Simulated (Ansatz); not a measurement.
What a change of settings does to a run on Na

The structure is an experimental refinement, used without relaxation. The listed cell was then made from it by scaling, straining or moving an atom.

First run: DFT, PBE, PAW with Ansatz's default frozen-core files, scalar-relativistic (Ansatz 0.2.0).

Command: `ansatz run input.yaml --threads 1 --pin off --max-ram 2048MiB --backend cpu --events-out ev --progress --plain --runs-dir out` The run took 1.3 s on 1 thread of Arm Neoverse V2, on a shared host, peak memory 0.27 GiB.

```yaml
crystal:
  lattice:
    - [-2.074641299, 2.074641299, 2.074641299]
    - [2.074641299, -2.074641299, 2.074641299]
    - [2.074641299, 2.074641299, -2.074641299]
  atoms:
    - { symbol: Na, position: [0.0, 0.0, 0.0] }
kpoints:
  mp_grid: { grid: [11, 11, 11] }
scf:
  occupations: { method: fermi_dirac, width: 0.03 }
hamiltonian:
  xc: pbe
  pseudopotentials: { kind: paw }
output:
  forces: true
  stress: true
  eigenvalues: true
  efg: { contact_densities: true }
```

Result: converged; pressure 0.27 GPa; 6 SCF iterations.

The input is then changed:

```diff
@@ -6,11 +6,13 @@
   atoms:
     - { symbol: Na, position: [0.0, 0.0, 0.0] }
+  symmetry: { detect: false }
 kpoints:
   mp_grid: { grid: [11, 11, 11] }
 scf:
   occupations: { method: fermi_dirac, width: 0.03 }
+  lower_state_search: light
 hamiltonian:
   xc: pbe
-  pseudopotentials: { kind: paw }
+  pseudopotentials: { kind: paw, source: ansatz }
 output:
   forces: true
@@ -18,3 +20,7 @@
   eigenvalues: true
   efg: { contact_densities: true }
+  write_density: true
+  write_potential: true
+  elf: true
+  volumetric_format: npy
```

(1) What does the second run give?

## Answers

(1) It converged; pressure 0.28 GPa; 6 SCF iterations.
